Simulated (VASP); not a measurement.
A run of VASP 6.6.1 is set up as follows.

The input INCAR:

```
PREC     = Accurate       # precision mode
ENCUT    = 600            # plane-wave cutoff, eV
EDIFF    = 1E-7           # SCF threshold, eV
ISMEAR   = 0              # smearing method
SIGMA    = 0.03           # smearing width, eV
LREAL    = False          # projectors in reciprocal space
LASPH    = True           # aspherical terms in the spheres
NELM     = 80             # most SCF steps
ALGO     = Normal         # electronic algorithm
ISIF     = 3              # what is computed and relaxed
LWAVE    = False          # write WAVECAR
LCHARG   = False          # write CHGCAR
GGA      = PS             # functional
IBRION   = 2              # ionic algorithm
NSW      = 90             # ionic steps
EDIFFG   = -0.005         # ionic threshold
```

File KPOINTS:

```
regular mesh
0
Gamma
  10 10 10
```

The input POSCAR:

```
BeSe                                    
1.0
   -0.0000000000      2.5674337309      2.5674337309
    2.5674337309     -0.0000000000      2.5674337309
    2.5674337309      2.5674337309      0.0000000000
  Be              Se            
     1     1
Direct
     0.0000000000000000    0.0000000000000000    0.0000000000000000
     0.2500000000000000    0.2500000000000000    0.2500000000000000
```

Potentials or basis: VASP PAW PBE potentials, release 64 (Be, Se).

Command:

```sh
$ cat potpaw_PBE.64/Be/POTCAR potpaw_PBE.64/Se/POTCAR > POTCAR
$ mpirun -np 1 vasp_std > vasp.out
```

Predict the band gap on the k mesh.

2.46 eV, indirect (least direct gap 4.26 eV).

Final structure:
```
Be Se
1.0
     0.00000    2.56743    2.56743
     2.56743    0.00000    2.56743
     2.56743    2.56743    0.00000
Be Se
1 1
Direct
  0.00000 0.00000 0.00000
  0.25000 0.25000 0.25000
```

Caveat: the relaxation stopped at its first step, so nothing moved. A k mesh can miss the band edges.
